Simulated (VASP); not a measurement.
GeSb2Te4: relaxation of cell and atoms with PBE

GeSb2Te4:

```
Ge Sb Te
1.0
    -3.78681    3.78681    4.33137
     3.78681   -3.78681    4.33137
     3.78681    3.78681   -4.33137
Ge Sb Te
1 2 4
Cartesian
  0.0000 0.0000 4.3314
  0.0000 3.7868 0.0000
  3.7868 0.0000 0.0000
  0.0000 0.0000 2.1764
  0.0000 0.0000 6.4863
  0.0000 3.7868 2.1657
  3.7868 0.0000 2.1657
```

The cell was built by a generator and needn't be a form met in nature.

```
Program                : VASP 6.6.1
Task                   : relaxation of cell and atoms
Functional             : PBE
Potentials or basis    : VASP PAW PBE potentials, release 64 (Ge_d, Sb, Te)
Cutoff                 : 520 eV
k mesh                 : 3 × 3 × 3
Occupations            : gaussian, width 0.15 eV
Spin                   : no spin polarisation
Further INCAR settings : PREC = Normal; ALGO = Fast; EDIFF = 0.0001; IBRION = 2; EDIFFG = -0.08; NSW = 24; ISIF = 3
```

The relaxed volume is 32.84 Å³/atom. The relaxed cell is a = 7.474 Å, b = 7.474 Å, c = 7.474 Å, α = 131.41°, β = 131.41°, γ = 71.16°, the space group after relaxing (to 0.05 Å) is I4/mmm (No. 139) and the energy gained by relaxing is 2306.1 meV/atom. The ionic steps are 23 and the pressure after relaxing is -0.2 GPa. The largest force after relaxing is 0.004 eV/Å. The band gap on the k mesh is none (metal or under the smearing width).

Forces in eV/Å, atoms in the order of the input:
```
Ge   0.000  0.000  0.000
Sb   0.000  0.000  0.000
Sb   0.000  0.000  0.000
Te   0.000  0.000  0.004
Te   0.000  0.000 -0.004
Te   0.000  0.000  0.000
Te   0.000  0.000  0.000
```

Stress tensor (GPa, compression positive):
```
-0.36  0.00  0.00
 0.00 -0.36  0.00
 0.00  0.00  0.05
```

Step by step:
| step | energy change (eV) | largest force (eV/Å) | pressure (GPa) | volume (Å³) |
| --- | --- | --- | --- | --- |
| 1 | 0.0000 | 5.3898 | 33.01 | 248.45 |
| 2 | -2.3524 | 0.4153 | -7.24 | 527.12 |
| 3 | -6.0094 | 0.6039 | -6.45 | 465.93 |
| 4 | -8.4908 | 0.6405 | -6.61 | 430.43 |
| 5 | -12.3828 | 0.4748 | -4.05 | 337.70 |
| 6 | -12.3290 | 0.4554 | 0.52 | 305.27 |
| 7 | -12.5769 | 0.4394 | -3.16 | 326.17 |
| 8 | -12.5961 | 0.4169 | -1.95 | 316.84 |
| 9 | -12.6098 | 0.4192 | -2.39 | 320.64 |
| 10 | -13.3577 | 0.1305 | -2.62 | 295.50 |
| 11 | -15.2124 | 0.2399 | -0.63 | 243.61 |
| 12 | -4.1829 | 0.1754 | 54.93 | 152.39 |
| 13 | -15.3336 | 0.2253 | 0.49 | 234.46 |
| 14 | -14.7981 | 0.2529 | 11.87 | 192.00 |
| 15 | -15.7414 | 0.2968 | 2.24 | 222.10 |
| 16 | -15.7758 | 0.3076 | 3.43 | 215.79 |
| 17 | -15.9724 | 0.1014 | 3.53 | 212.57 |
| 18 | -15.9838 | 0.1552 | 3.62 | 213.23 |
| 19 | -16.1275 | 0.0522 | 1.16 | 223.24 |
| 20 | -16.1443 | 0.0058 | 0.60 | 228.46 |
| 21 | -16.0784 | 0.0799 | -1.68 | 239.14 |
| 22 | -16.1395 | 0.0151 | -0.55 | 231.18 |
| 23 | -16.1429 | 0.0041 | -0.22 | 229.89 |

Final structure:
```yaml
crystal:
  lattice:
    - [-3.07500, 3.07500, 6.07821]
    - [3.07500, -3.07500, 6.07821]
    - [3.07500, 3.07500, -6.07821]
  atoms:
    - { symbol: Ge, position: [0.50000, 0.50000, 0.00000] }
    - { symbol: Sb, position: [0.50000, 0.00000, 0.50000] }
    - { symbol: Sb, position: [0.00000, 0.50000, 0.50000] }
    - { symbol: Te, position: [0.24016, 0.24016, 0.00000] }
    - { symbol: Te, position: [0.75984, 0.75984, 0.00000] }
    - { symbol: Te, position: [0.75000, 0.25000, 0.50000] }
    - { symbol: Te, position: [0.25000, 0.75000, 0.50000] }
```

Levels at points of the mesh, in eV from the Fermi level:
```
           k point  band 22  band 23  band 24  band 25  band 26  band 27
(0.00, 0.00, 0.00)    -0.81     0.41     0.44     0.44     2.41     2.41
```

Wall time 4.3 min on 4 MPI ranks on Intel(R) Xeon(R) 6975P-C (Granite Rapids), on a shared host, peak memory 0.17 GiB a rank.

Caveat: the k mesh is coarse (spacing up to 0.39 Å⁻¹), so the values aren't converged; the relaxation stopped at a loose force limit of 0.08 eV/Å, so its end isn't a converged minimum. Spin-orbit coupling is left out, which matters for the levels of Sb, Te.
